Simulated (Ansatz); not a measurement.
Ansatz input

```yaml
crystal:
  lattice:
    - [0.0, 3.1998413356, 3.1998413356]
    - [3.1998413356, 0.0, 3.1998413356]
    - [3.1998413356, 3.1998413356, 0.0]
  atoms:
    - { symbol: Sc, position: [0.125, 0.125, 0.125], spin: 1.0 }
    - { symbol: Sc, position: [0.875, 0.875, 0.875], spin: 1.0 }
hamiltonian:
  xc: pbe
  pseudopotentials:
    kind: paw
    azcp:
      Sc: "pseudopotentials/Sc.paw.azcp"
basis:
  ecutwfc: 420
  fft_grid_basis: typed
kpoints:
  mp_grid: { grid: [14, 14, 14], shift: [0, 0, 0] }
magnetization:
  spin_polarized: true
scf:
  occupations: { method: fermi_dirac, width: 0.05 }
output:
  stress: true
```

Terminal output

```
Engine: ansatz 0.2.0, aarch64-unknown-linux-gnu
Pseudopotentials: kind: paw
Pseudopotential: Sc, paw, valence charge 11, recommended cutoff 420 eV (normal) 
Functional definition: PBE
  parameter kappa = 0.804
  parameter beta = 0.06672455060314922
  exchange = pbe_x(kappa = kappa, mu = beta*pi^2/3)
  correlation = pbe_c(beta = beta)
Crystal: 2 atoms, lattice volume = 65.526 Å³
Basis set: ecut = 420 eV, 1243 PW (Γ)
Bands: 16, of which v1, the nominal top of the filled ones, is band 11 counted from 1 (10 counted from 0)
Symmetry: 48 space group operations
Space group: Fd-3m (ITA 227), of the structure as read, at distance tolerance 4.0e-5 Å
Magnetic group: BNS 227.128 (UNI 1630), of the structure as read, at distance tolerance 4.0e-5 Å
k-points: 104 of 2744
Non-local potential: Sc, projectors of the file, l = 0: 3, l = 1: 2, l = 2: 3, l = 3: 1
PAW form: soft (Blöchl's): semilocal exchange-correlation on the pseudo side does not see the compensation charge
PAW one-centre angular grid: Sc, 590 points (default); XC on 64 Gauss nodes
Initial density: superposition of atomic densities (chi_scale 0.1, normalization cell)
Starting moments: Σ|m| = 2 μB on 2 of 2 sites
Initial wavefunctions: pseudopotential atomic-orbital guess
Functional: x = pbe(κ = 0.804, μ = 0.2195149727645171), c = pbe(β = 0.06672455060314922)
iter 1 solved again at ethr=5.86e-5 eV; its pass at ethr=3.10e-3 eV (dr2=1.29e-2 eV) is discarded
SCF iter   1: F=—  HF=-4267.338012 eV  |F-HF|=—  |Δ(HF+E_count)|=         —  Δρ=2.38e-2 (↑2.38e-2 ↓2.28e-2)  dr2=1.27e-2  dr2_m=3.21e-1  M=0.776 μB ∫|m|=0.781 μB  β_m=0.30  ethr=5.86e-5  ⟨swp⟩=1.1  Hψ=18570  notcnv=0
Mixer restart at iter 1: flushing history
spin=Collinear: Kerker preconditioning applied to the charge; magnetization (m = ρ↑ − ρ↓) channel mixes plain (no charge-response kernel on spin).
SCF iter   2: F=—  HF=-4267.453304 eV  |F-HF|=—  |Δ(HF+E_count)|=   1.15e-1  Δρ=1.74e-2 (↑1.69e-2 ↓1.74e-2)  dr2=6.24e-3  dr2_m=1.73e-1  M=0.727 μB ∫|m|=0.731 μB  β_m=0.65  ethr=5.79e-5  ⟨swp⟩=1.5  Hψ=4087  notcnv=0
SCF iter   3: F=—  HF=-4267.646861 eV  |F-HF|=—  |Δ(HF+E_count)|=   1.94e-1  Δρ=2.50e-3 (↑1.65e-3 ↓2.50e-3)  dr2=2.73e-3  dr2_m=2.25e-3  M=0.474 μB ∫|m|=0.478 μB  β_m=0.82  ethr=2.84e-5  ⟨swp⟩=2.5  Hψ=6438  notcnv=0
SCF iter   4: F=—  HF=-4267.647817 eV  |F-HF|=—  |Δ(HF+E_count)|=   9.55e-4  Δρ=1.12e-3 (↑1.12e-3 ↓8.57e-4)  dr2=1.35e-4  dr2_m=5.49e-4  M=0.330 μB ∫|m|=0.333 μB  β_m=0.91  ethr=1.24e-5  ⟨swp⟩=2.5  Hψ=5822  notcnv=0
SCF iter   5: F=—  HF=-4267.649693 eV  |F-HF|=—  |Δ(HF+E_count)|=   1.88e-3  Δρ=9.01e-4 (↑9.01e-4 ↓7.43e-4)  dr2=6.19e-5  dr2_m=4.00e-4  M=0.257 μB ∫|m|=0.259 μB  β_m=0.96  ethr=6.14e-7  ⟨swp⟩=2.5  Hψ=5978  notcnv=0
SCF iter   6: F=—  HF=-4267.650456 eV  |F-HF|=—  |Δ(HF+E_count)|=   7.63e-4  Δρ=5.29e-4 (↑5.29e-4 ↓4.39e-4)  dr2=1.68e-5  dr2_m=1.40e-4  M=0.158 μB ∫|m|=0.159 μB  β_m=0.98  ethr=2.81e-7  ⟨swp⟩=2.3  Hψ=5841  notcnv=0
SCF iter   7: F=—  HF=-4267.650789 eV  |F-HF|=—  |Δ(HF+E_count)|=   3.33e-4  Δρ=1.52e-4 (↑1.48e-4 ↓1.52e-4)  dr2=4.61e-6  dr2_m=1.19e-5  M=0.042 μB ∫|m|=0.043 μB  β_m=0.99  ethr=7.62e-8  ⟨swp⟩=3.0  Hψ=6647  notcnv=0
SCF iter   8: F=—  HF=-4267.650811 eV  |F-HF|=—  |Δ(HF+E_count)|=   2.27e-5  Δρ=7.58e-5 (↑6.74e-5 ↓7.58e-5)  dr2=1.74e-6  dr2_m=2.56e-6  M=-0.016 μB ∫|m|=0.017 μB  β_m=0.99  ethr=2.10e-8  ⟨swp⟩=3.0  Hψ=6557  notcnv=0
SCF iter   9: F=—  HF=-4267.650818 eV  |F-HF|=—  |Δ(HF+E_count)|=   6.85e-6  Δρ=1.89e-5 (↑1.89e-5 ↓1.47e-5)  dr2=5.44e-8  dr2_m=1.65e-7  M=-0.004 μB ∫|m|=0.004 μB  β_m=1.00  ethr=7.90e-9  ⟨swp⟩=2.2  Hψ=5941  notcnv=0
SCF iter  10: F=—  HF=-4267.650818 eV  |F-HF|=—  |Δ(HF+E_count)|=   3.26e-7  Δρ=4.34e-6 (↑4.06e-6 ↓4.34e-6)  dr2=1.85e-9  dr2_m=1.01e-8  M=-0.001 μB ∫|m|=0.001 μB  β_m=1.00  ethr=2.47e-10  ⟨swp⟩=3.0  Hψ=6151  notcnv=0
SCF iter  11: F=—  HF=-4267.650818 eV  |F-HF|=—  |Δ(HF+E_count)|=   2.14e-8  Δρ=5.41e-7 (↑4.44e-7 ↓5.41e-7)  dr2=5.15e-11  dr2_m=1.31e-10  M=0.000 μB ∫|m|=0.000 μB  β_m=1.00  ethr=8.41e-12  ⟨swp⟩=3.0  Hψ=6653  notcnv=0
SCF iter  12: F=-4267.650818 eV  HF=-4267.650818 eV  |F-HF|=6.37e-12  |Δ(HF+E_count)|=  6.78e-10  Δρ=7.11e-8 (↑5.63e-8 ↓7.11e-8)  dr2=3.76e-12  dr2_m=1.70e-12  M=-0.000 μB ∫|m|=0.000 μB  ethr=1.00e-12  ⟨swp⟩=1.0  Hψ=10200  notcnv=0
SCF 1 converged in 12 iterations: F = -4267.650818 eV  dr2 = 3.76e-12
WARN: the starting moments were not kept: the SCF closed with an absolute magnetisation of 1.0e-5 μB, where they sum to 2 μB in size (2 sites). That is at most 0.1 of that sum. Measured as dr2_m measures the in/out step, that magnetisation stands 1.3e-11 eV from none, at or under the dr2_threshold of 1.0e-7 eV: it is no larger than a step whose dr2_m would equal this threshold. The system may hold no moment; this SCF shows only that its start led to no more than that. To try another start: raise the starting moments (crystal.atoms[].spin, magnetization.per_species, magnetization.initial_magnetization, or on a non-collinear deck that types none of these the spinor_matrix: blocks that start its atoms; where the total moment is fixed, keep their sum and leave initial_magnetization as it is; typed ones take the place of any that the run laid by itself, positive ones on a crystal's lanthanoids without a Hubbard term where scf.initial_density.shell_occupations: [] is typed) or, if the notice of its spin-set hold's release reads "site moments contracting" or "site moments show no strong build", lengthen the hold (scf.mixing.spin_hold: { on: { confirm: 4 } }; for m-r²SCAN on two components see the key's manual first). Each may lead to a state that holds a moment. A second SCF, from the converged charge density, with the starting moments and any scf.initial_density.shell_occupations laid on it anew, would have followed, and was not run: the deck does not ask for one (magnetization.retry_lost_moments is false, the default). To let it run, set magnetization.retry_lost_moments: true and run the deck again, where that key's refused combinations let it; where memory then withholds it, that run's warning says so.
SCF converged after 12 iterations
Magnetization: -0.0000 μB (11.0000 up, 11.0000 down)
Absolute magnetization: 0.0000 μB (∫|ρ↑−ρ↓|, with the PAW one-centre terms)
Spin contamination: 0.0000 ħ² per cell (⟨S²⟩ above its minimum at these occupations)
Per-site moments (μB) at R_I (Å): [(-3.5204614317154925e-6, 1.1430968524425147), (-3.5204614318201773e-6, 1.1430968524425147)]
Free energy (F): -4267.650818 eV
Harris-Foulkes:  -4267.650818 eV  (|F-HF|=6.37e-12)
Internal energy: -4267.609963 eV  (E = F + TS)
E sigma→0 (E₀):  -4267.630391 eV
Entropy (-TS):   -0.040855 eV (-20.428 meV/atom)
Fermi energy:    6.185474 eV
--- Per-component energies (eV) ---
  E_band       = -410.584554
  E_kinetic    = 521.086537
  E_local      = -2138.477010  (includes V_loc(G=0)·N_el)
  E_nonlocal   = 173.957305
  E_hartree    = 761.902560
  E_xc         = -205.882232
  E_vxc        = -254.641458  (∫ρ·V_xc dr)
  E_paw        = -1913.604766  (= ΣΔE_a)
  E_vpaw       = -236.315151  (= ΣTr[D̂ρ^β])
  E_aug_tail   = 0.000021  (compensation charges beyond the density's cutoff)
  E_ewald      = -1466.592379
  E_smearing   = -0.040855  (= −TS)
  E_closure    = -0.000000  (closes the sum)
  Σ components = -4267.650818   (vs F -4267.650818, Δ=0.00e0)
--- Stress (GPa, compression-positive) ---
        0.421877      -0.000000      -0.000000
        0.000000       0.421877       0.000000
        0.000000      -0.000000       0.421877
  P = ⅓ Tr σ = 0.4219 GPa (4.219 kbar)
```
